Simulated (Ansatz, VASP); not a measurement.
## Two plane-wave programs on ZnS

```
Zn S
1.0
     0.00000    2.67807    2.67807
     2.67807    0.00000    2.67807
     2.67807    2.67807    0.00000
Zn S
1 1
Cartesian
  0.0000 0.0000 0.0000
  1.3390 1.3390 1.3390
```

Alike in both runs: functional PBEsol; k mesh 8 × 8 × 8; occupations gaussian, width 0.02 eV; no spin polarisation.

Ansatz relaxed the structure, and its values are those at the end. VASP's run is a single point on that final structure, the one shown.

|  | VASP | Ansatz |
| --- | --- | --- |
| version | VASP 6.6.1 | Ansatz 0.2.0 |
| potentials or method | VASP PAW PBE potentials, release 64 (Zn, S) | scalar-relativistic, plane waves, PAW |
| plane-wave cutoff (eV) | 520 | 420 |
| valence electrons in the cell | 18 | 18 |

```tsv
	VASP	Ansatz	Ansatz less VASP
gap on the k mesh at the Fermi level (eV)	2.09	2.09	-0.007
least direct gap on the mesh (eV)	2.09	2.09	-0.007
pressure (GPa)	0.2	0.0	-0.21
```

Caveats: the PAW data sets were made with another functional, which shifts forces and pressure a little (VASP). A hybrid or GW would open this gap; PBEsol tends to underestimate it.
